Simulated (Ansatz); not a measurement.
The system is CoO.

```xyz
2
Lattice="1.6022 0.9250 2.5665 -1.6022 0.9250 2.5665 0.0000 -1.8501 2.5665" Properties=species:S:1:pos:R:3 pbc="T T T"
Co    0.0000    0.0000    7.6915
O     0.0000    0.0000    5.7824
```

Measurements of this composition are mostly on another form, of space group No. 225.

* Program: Ansatz 0.2.0
* Task: relaxation of cell and atoms
* Functional: HSEsol
* Potentials or basis: Ansatz PAW
* Cutoff: 420 eV (not typed: the program's choice for these potentials)
* k mesh: 5 × 5 × 5
* Occupations: fermi-dirac, width 0.05 eV
* Spin: collinear spin, ferromagnetic start
* Starting moments: [2.0, 0.0] μB

At the start: volume 11.41 Å³/atom.

**Question.** How do energy, volume and symmetry change on relaxing?

**Answer.** It ends after 7 steps and the volume is 11.66 Å³/atom (+2.2 %); space group F-43m (No. 216, to 0.05 Å); moment 3.00 μB per cell.

Step by step:
| step | energy change (eV) | largest force (eV/Å) | volume (Å³) |
| --- | --- | --- | --- |
| 1 | 0.0000 | 0.4020 | 22.82 |
| 2 | -0.0084 | 0.2745 | 23.08 |
| 3 | -0.0123 | 0.0959 | 23.28 |
| 4 | -0.0128 | 0.0006 | 23.30 |
| 5 | -0.0150 | 0.0005 | 23.30 |
| 6 | -0.0149 | 0.0000 | 23.32 |
| 7 | -0.0150 | 0.0000 | 23.32 |

Final structure:
```xyz
2
Lattice="1.6034 0.9257 2.6181 -1.6034 0.9257 2.6181 0.0000 -1.8514 2.6181" Properties=species:S:1:pos:R:3 pbc="T T T"
Co    0.0000    0.0000    7.8543
O     0.0000    0.0000    5.8907
```

Caveat: the k mesh is coarse (spacing up to 0.48 Å⁻¹), so the values aren't converged, least of all with exact exchange; the magnetic or orbital state may not be the lowest; the plane-wave basis is chosen anew once the cell has moved, so the energies of steps on either side of that aren't comparable; the pressure holds a Pulay correction of +0.7 GPa for the finite cutoff; a cell with one magnetic atom can't hold antiferromagnetic order, which such compounds often take; the PAW data sets come from PBE, with cores solved anew for the run's functional, which leaves a small shift of forces and pressure.
